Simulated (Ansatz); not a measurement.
# C3H6O: the cost of one run

Computed with Ansatz 0.2.0 (the levels named in each step, unless a step's input says otherwise).

### 1 The structure to begin with

Bond lengths: C1–C2 1.522 Å, C2–C3 1.501 Å, C3–O4 1.197 Å, C1–H5 1.087 Å, C1–H6 1.090 Å, C1–H7 1.084 Å, C2–H8 1.090 Å, C2–H9 1.097 Å, C3–H10 1.110 Å. Angles (14 of 15 angles, heavy atoms first): C1–C2–C3 112.7°, C2–C3–O4 125.9°, C1–C2–H8 111.1°, C1–C2–H9 110.9°, C3–C2–H8 107.8°, C3–C2–H9 107.2°, C2–C1–H5 110.7°, C2–C1–H6 110.1°, C2–C1–H7 110.1°, C2–C3–H10 113.1°, O4–C3–H10 121.0°, H8–C2–H9 106.8°, H5–C1–H6 108.9°, H5–C1–H7 108.9°.

As a file:

```xyz
10

C    -1.5301    0.2766   -0.2849
C    -0.4538   -0.7954   -0.3791
C     0.8828   -0.3192    0.1093
O     1.1263    0.7720    0.5382
H    -2.4812   -0.1009   -0.6508
H    -1.2455    1.1464   -0.8759
H    -1.6506    0.5952    0.7444
H    -0.7255   -1.6775    0.2009
H    -0.3211   -1.1271   -1.4167
H     1.6726   -1.0963    0.0417
```

### 2 A rough first relaxation, PBE-D4/def2-SVPD

Input file input.yaml:

```yaml
crystal:
  periodic: [false, false, false]
  atoms:
    - { symbol: C, position_ang: [-1.53014, 0.27656, -0.28488] }
    - { symbol: C, position_ang: [-0.45381, -0.79541, -0.37909] }
    - { symbol: C, position_ang: [0.8828, -0.31916, 0.10933] }
    - { symbol: O, position_ang: [1.12631, 0.77195, 0.5382] }
    - { symbol: H, position_ang: [-2.48121, -0.10087, -0.65078] }
    - { symbol: H, position_ang: [-1.24547, 1.14645, -0.87594] }
    - { symbol: H, position_ang: [-1.65059, 0.59524, 0.74436] }
    - { symbol: H, position_ang: [-0.72553, -1.67745, 0.20095] }
    - { symbol: H, position_ang: [-0.32107, -1.12713, -1.41673] }
    - { symbol: H, position_ang: [1.67263, -1.09633, 0.04172] }
basis:
  gaussian: { orbitals: def2-SVPD }
hamiltonian:
  xc: pbe
  dispersion: d4
relax:
  f_tol: 0.03
  max_steps: 200
```

Command:

```console
$ ansatz run input.yaml --threads 4 --pin off --max-ram 10240MiB --backend cpu --events-out ev --progress --plain --runs-dir out
```

Q: Estimate wall time and peak memory on 4 threads of Intel Xeon Platinum 8259CL at 2.50GHz (Skylake/Cascade Lake), shared host.

About 6.8 s, with a peak of 0.17 GiB.
